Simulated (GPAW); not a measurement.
The system is Ag.

```
Ag
1.0
     2.93000    0.00000    0.00000
    -1.46500    2.53745    0.00000
     0.00000    0.00000    4.79000
Ag
2
Direct
  0.66667 0.33333 0.75000
  0.33333 0.66667 0.25000
```

This isn't the form of Ag at room conditions, which is fcc.

* Program: GPAW 26.7.0
* Task: relaxation of cell and atoms
* Functional: PBEsol
* Dispersion: D4
* Potentials or basis: PAW data sets generated in the run's folder for this functional
* Cutoff: 600 eV
* Basis: pw
* k mesh: 8 × 8 × 4
* Occupations: fermi-dirac, width 0.05 eV
* Spin: no spin polarisation

At the start: pressure -8.6 GPa; volume 17.81 Å³/atom.

Task: How do energy, volume and symmetry change on relaxing?

Result: Over 8 steps the energy falls by 43.6 meV/atom and the volume is 16.33 Å³/atom (-8.3 %); space group P6_3/mmc (No. 194, to 0.05 Å).

Step by step:
```tsv
step	energy change (eV)	largest force (eV/Å)	pressure (GPa)	volume (Å³)
1	0.0000	0.0000	-8.62	35.61
2	-0.0354	0.0000	-6.94	34.89
3	-0.0844	0.0000	1.58	32.31
4	-0.0865	0.0000	-0.14	32.73
5	-0.0866	0.0000	0.00	32.70
6	-0.0868	0.0000	0.25	32.63
7	-0.0870	0.0000	0.27	32.63
8	-0.0872	0.0000	0.13	32.67
```

Final structure:
```
Ag
1.0
     2.86445    0.00000    0.00000
    -1.43222    2.48068    0.00000
     0.00000    0.00000    4.59707
Ag
2
Direct
  0.66667 0.33333 0.75000
  0.33333 0.66667 0.25000
```

Caveat: later steps reuse the first step's grids; pairwise dispersion overbinds metals, which lowers pressure and volume.
